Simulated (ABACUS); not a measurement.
A run of ABACUS 3.10.1:

The input INPUT:

```
INPUT_PARAMETERS
suffix              Pb
calculation         nscf
basis_type          pw
pseudo_dir          ./
symmetry            -1
dft_functional      scan
ecutwfc             73.0
pseudo_rcut         7
nspin               1
nbands              17
ks_solver           dav
smearing_method     fd
smearing_sigma      0.00367493
scf_thr             1e-08
scf_nmax            100
mixing_type         broyden
mixing_beta         0.7
mixing_tau          1
init_chg            file
pw_diag_thr         1e-07
out_band            1
kpar                4
```

Contents of STRU:

```
ATOMIC_SPECIES
Pb 207.2000 Pb_ONCV_PBE-1.2.upf

LATTICE_CONSTANT
1.8897261246

LATTICE_VECTORS
0.0000000000 2.4750200000 2.4750200000
2.4750200000 0.0000000000 2.4750200000
2.4750200000 2.4750200000 0.0000000000

ATOMIC_POSITIONS
Direct

Pb
0.0
1
0.0000000000 0.0000000000 0.0000000000 1 1 1
```

Contents of KPT:

```
K_POINTS
12
Line
0.00000000 0.00000000 0.00000000 10 // G
0.50000000 0.00000000 0.50000000 10 // X
0.50000000 0.25000000 0.75000000 10 // W
0.37500000 0.37500000 0.75000000 10 // K
0.00000000 0.00000000 0.00000000 10 // G
0.50000000 0.50000000 0.50000000 10 // L
0.62500000 0.25000000 0.62500000 10 // U
0.50000000 0.25000000 0.75000000 10 // W
0.50000000 0.50000000 0.50000000 10 // L
0.37500000 0.37500000 0.75000000 1 // K
0.62500000 0.25000000 0.62500000 10 // U
0.50000000 0.00000000 0.50000000 1 // X
```

Potentials or basis: SG15 ONCV 1.2 PBE, plane waves.

Launch:

```sh
$ OMP_NUM_THREADS=1 mpirun -np 4 abacus > log
```

Hardware: 4 MPI ranks on Intel(R) Xeon(R) Platinum 8259CL CPU @ 2.50GHz (Skylake/Cascade Lake), with other jobs on the host.

Q: How long does it take, and how much memory?

A: Run time: 40 s on 4 MPI ranks on Intel(R) Xeon(R) Platinum 8259CL CPU @ 2.50GHz (Skylake/Cascade Lake), with other jobs on the host, peak memory 0.36 GiB a rank. Counts: scf iterations 1, k points 102, bands 17, ranks 4.
